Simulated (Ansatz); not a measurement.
# Ti: the cost of one run

Computed with Ansatz 0.2.0 (DFT r2SCAN, scalar-relativistic, plane waves, PAW, unless a step's input says otherwise).

3 further runs of the same task are left out: 3 set aside as unsound or not needed.

## (1) Starting point

It takes space group P6/mmm (No. 191, hexagonal). Conventional cell: a = 4.568 Å, b = 4.568 Å, c = 2.825 Å, α = 90.00°, β = 90.00°, γ = 120.00°. Ti (site symmetry 6/mmm) has 14 Ti at 2.82 to 2.99 Å in its first shell of neighbours. Ti (site symmetry -6m2) has 11 Ti at 2.64 to 2.99 Å in its first shell of neighbours.

Coordinates:

```xyz
3
Lattice="4.5680 0.0000 0.0000 -2.2840 3.9560 0.0000 0.0000 0.0000 2.8246" Properties=species:S:1:pos:R:3 pbc="T T T"
Ti    0.0000    0.0000    0.0000
Ti    0.0000    2.6373    1.4123
Ti    2.2840    1.3187    1.4123
```

It goes back to an entry of the Materials Project, which need not be the stable form.

It is the result of an earlier relaxation at this level (volume 17.01 Å³/atom; gap on the mesh: none (metal)).

The other end member, Si, comes from an earlier run at this level (3 atoms, E(σ→0) -1915.0781 eV, gap none (metal)).

## (2) A common cell for all compositions

All compositions use one supercell of 6 atoms, with rows 0 -1 0; -1 0 0; 0 0 -2 in vectors of the cell above. It holds 6 Ti sites. Each start interpolates cell and positions linearly between the end members.

## (3) End member Ti in the supercell

Contents of input.yaml:

```yaml
crystal:
  lattice:
    - [2.2840108556, -3.956022847, 0.0]
    - [-4.5680217113, 0.0, 0.0]
    - [0.0, 0.0, -5.6491258578]
  atoms:
    - { symbol: Ti, position: [1.0, 0.0, 0.5] }
    - { symbol: Ti, position: [1.0, 0.0, 0.0] }
    - { symbol: Ti, position: [0.3333333333, 0.6666666667, 0.25] }
    - { symbol: Ti, position: [0.3333333333, 0.6666666667, 0.75] }
    - { symbol: Ti, position: [0.6666666667, 0.3333333333, 0.25] }
    - { symbol: Ti, position: [0.6666666667, 0.3333333333, 0.75] }
basis:
  ecutwfc: 500
kpoints:
  mp_grid: { grid: [12, 12, 8] }
hamiltonian:
  xc: r2scan
scf:
  occupations: { method: gaussian, width: 0.1 }
output:
  forces: true
  stress: true
  eigenvalues: true
  write_density: true
  write_potential: true
  elf: true
  volumetric_format: npy
relax:
  adjacent_minimum: "off"
  f_tol: 0.015
  max_steps: 60
  cell: { stress_tol: 0.15 }
```

The run is started by

```bash
> ansatz run input.yaml --threads 1 --pin off --max-ram 2560MiB --backend cpu --events-out ev --progress --plain --runs-dir out
```

What time and memory should one allow on 1 thread of Intel Xeon at 2.50GHz (Skylake/Cascade Lake), shared host?

About 3.7 min, with a peak of 0.89 GiB.
